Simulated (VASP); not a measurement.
# Re (Fm-3m) in VASP: single point with AM05+D4

Aim: the single point of Re with AM05+D4.

All numbers are computed with VASP 6.6.1; they aren't measurements. Logs are shortened: lines on timing, memory, paths and dates and some standing lists are left out, and cuts for length are marked.

## 1. The crystal as given

Symmetry: Fm-3m, No. 225, cubic system. The conventional cell has a = 3.950 Å, b = 3.950 Å, c = 3.950 Å, α = 90.00°, β = 90.00°, γ = 90.00°. Re (site symmetry m-3m) is surrounded by 12 Re at 2.79 Å.

This isn't the form of Re at room conditions, which is hcp.

## 2. Single point, AM05+D4, spin-orbit coupling, no magnetisation

run.py

```python
from ase.calculators.vasp import Vasp
from ase.dft.bandgap import bandgap
from ase.io import read

atoms = read('Re.cif')
calc = Vasp(
    directory='calc',
    xc='am05',
    pp='PBE',
    setups='minimal',
    prec='Accurate',
    encut=500,
    ediff=1e-07,
    ismear=-1,
    sigma=0.1,
    lreal=False,
    lasph=True,
    nelm=80,
    algo='Fast',
    isif=2,
    lwave=False,
    lcharg=False,
    lnoncollinear=True,
    lorbit=11,
    lsorbit=True,
    gga_compat=False,
    lmaxmix=4,
    ivdw=13,
    kpts=[9, 9, 9],
    gamma=True,
)
atoms.calc = calc

print('energy (eV):', atoms.get_potential_energy())
print('free energy (eV):', atoms.get_potential_energy(force_consistent=True))
print('forces (eV/A):')
print(atoms.get_forces())
print('stress (eV/A^3, Voigt):', atoms.get_stress())
print('Fermi level (eV):', calc.get_fermi_level())
gap, top, bottom = bandgap(calc)
print('band gap (eV):', gap, 'from (spin, k, band)', top, 'to', bottom)
```

Re.cif

```cif
data_Re
_cell_length_a 2.79307179
_cell_length_b 2.79307179
_cell_length_c 2.79307179
_cell_angle_alpha 60.00000000
_cell_angle_beta 60.00000000
_cell_angle_gamma 60.00000000
_space_group_name_H-M_alt 'P1'
_space_group_name_Hall 'P 1'
_space_group_IT_number 1
loop_
_space_group_symop_operation_xyz
'x,y,z'
loop_
_atom_site_label
_atom_site_type_symbol
_atom_site_symmetry_multiplicity
_atom_site_Wyckoff_symbol
_atom_site_fract_x
_atom_site_fract_y
_atom_site_fract_z
_atom_site_occupancy
Re1 Re 1 a 0.0000000000 0.0000000000 0.0000000000 1
```

Potentials or basis: VASP PAW PBE potentials, release 64 (Re).

Started as:

```sh
$ python run.py
```

Log:

```text
energy (eV): -13.73207331
free energy (eV): -13.74424287
forces (eV/A):
[[ 0. -0.  0.]]
stress (eV/A^3, Voigt): [1.49008341e-01 1.49007770e-01 1.49008146e-01 1.90072677e-07
 1.67234996e-07 2.59384636e-07]
Fermi level (eV): 7.37412362
band gap (eV): 0.0 from (spin, k, band) (None, None, None) to (None, None, None)
```

OUTCAR:

```text
ENCUT = 500.000000
   EDIFF = 1.00e-07
   GGA = AM
   PREC = Accurate
   ISIF = 2
   ISMEAR = -1
   LORBIT = 11
   NELM = 80
   IVDW = 13
   LASPH = .TRUE.
   LSORBIT = .TRUE.
   LNONCOLLINEAR = .TRUE.
   LREAL = .FALSE.

 ion  position               nearest neighbor table
   1  0.000  0.000  0.000-

  LATTYP: Found a face centered cubic cell.
 ALAT       =     3.9500000061

  Lattice vectors:

 A1 = (   2.7930717900,   0.0000000000,   0.0000000000)
 A2 = (   1.3965358950,   2.4188711247,   0.0000000000)
 A3 = (   1.3965358950,   0.8062903749,   2.2805335668)

Analysis of symmetry for initial positions (statically):
=====================================================================
 Subroutine PRICEL returns:
 Original cell was already a primitive cell.

 Routine SETGRP: Setting up the symmetry group for a
 face centered cubic supercell.

 Subroutine GETGRP returns: Found 48 space group operations
[... 9 lines left out ...]

 Routine SETGRP: Setting up the symmetry group for a
 face centered cubic supercell.

 Subroutine GETGRP returns: Found 48 space group operations
[... 9 lines left out ...]

 Routine SETGRP: Setting up the symmetry group for a
 face centered cubic supercell.

 Subroutine GETGRP returns: Found  2 space group operations
 (whereof  2 operations were pure point group operations)
[... 807 lines left out ...]

 VOLUME and BASIS-vectors are now :
 -----------------------------------------------------------------------------
  energy-cutoff  :      500.00
  volume of cell :       15.41
      direct lattice vectors                 reciprocal lattice vectors
     2.793071790  0.000000000  0.000000000     0.358028749 -0.206707995 -0.146164625
     1.396535895  2.418871125  0.000000000     0.000000000  0.413415990 -0.146164625
     1.396535895  0.806290375  2.280533567     0.000000000  0.000000000  0.438493875

  length of vectors
     2.793071790  2.793071790  2.793071790     0.438493875  0.438493875  0.438493875

 FORCES acting on ions
    electron-ion (+dipol)            ewald-force                    non-local-force                 convergence-correction
 -----------------------------------------------------------------------------------------------
   0.432E-14 0.666E-15 -.143E-14   0.114E-15 0.704E-16 -.583E-15   0.000E+00 0.000E+00 0.000E+00   -.198E-14 0.152E-14 -.175E-15
 -----------------------------------------------------------------------------------------------
   0.432E-14 0.666E-15 -.143E-14   0.114E-15 0.704E-16 -.583E-15   0.000E+00 0.000E+00 0.000E+00   -.198E-14 0.152E-14 -.175E-15

 POSITION                                       TOTAL-FORCE (eV/Angst)
 -----------------------------------------------------------------------------------
      0.00000      0.00000      0.00000         0.000000     -0.000000      0.000000
 -----------------------------------------------------------------------------------
    total drift:                                0.000000      0.000000     -0.000000

--------------------------------------------------------------------------------------------------------

  FREE ENERGIE OF THE ION-ELECTRON SYSTEM (eV)
  ---------------------------------------------------
  free  energy   TOTEN  =       -13.7442428708 eV

  energy  without entropy=      -13.7199037595  energy(sigma->0) =      -13.73207332

--------------------------------------------------------------------------------------------------------

--------------------------------------------------------------------------------------------------------

 Spin-Orbit-Coupling matrix elements

 Ion:    1  E_soc:     -0.6721647
 l=   1
     0.0000000    -0.0412980    -0.0412980
    -0.0412980     0.0000000    -0.0412980
    -0.0412980    -0.0412980     0.0000000
 l=   2
     0.0000000    -0.0142690     0.0000000    -0.0142690    -0.0562551
    -0.0142690     0.0000000    -0.0421913    -0.0144743    -0.0142690
     0.0000000    -0.0421913     0.0000000    -0.0421914     0.0000000
    -0.0142690    -0.0144743    -0.0421914     0.0000000    -0.0142690
    -0.0562551    -0.0142690     0.0000000    -0.0142690     0.0000000
 l=   3
     0.0000000     0.0000000     0.0000000     0.0000000     0.0000000     0.0000000     0.0000000
     0.0000000     0.0000000     0.0000000     0.0000000     0.0000000     0.0000000     0.0000000
     0.0000000     0.0000000     0.0000000     0.0000000     0.0000000     0.0000000     0.0000000
     0.0000000     0.0000000     0.0000000     0.0000000     0.0000000     0.0000000     0.0000000
     0.0000000     0.0000000     0.0000000     0.0000000     0.0000000     0.0000000     0.0000000
     0.0000000     0.0000000     0.0000000     0.0000000     0.0000000     0.0000000     0.0000000
[... 22 lines left out ...]
# of ion       s       p       d       tot
------------------------------------------
    1       -0.000   0.000  -0.000  -0.000

=======================================================================
```

INCAR:

```text
ENCUT = 500.000000
SIGMA = 0.100000
EDIFF = 1.00e-07
ALGO = Fast
GGA = AM
PREC = Accurate
ISIF = 2
ISMEAR = -1
LMAXMIX = 4
LORBIT = 11
NELM = 80
IVDW = 13
LASPH = .TRUE.
LCHARG = .FALSE.
LWAVE = .FALSE.
LSORBIT = .TRUE.
LNONCOLLINEAR = .TRUE.
GGA_COMPAT = .FALSE.
LREAL = .FALSE.
```

It took 2.9 min on 1 thread of Intel Xeon Platinum 8488C (Sapphire Rapids), shared host; peak memory 0.25 GiB.

Results:

```yaml
Free_energy: -13.7442 eV
Pressure: -23.9 GPa
Valence_electrons_inside_the_program's_atomic_spheres: Re 5.95
Dispersion_energy_per_atom: -0.395 eV
```

Caveat: so large a pressure means that the cell lies far from this level's equilibrium, or that cutoff or potentials fall short; the potentials were made for another functional, which shifts forces and pressure.
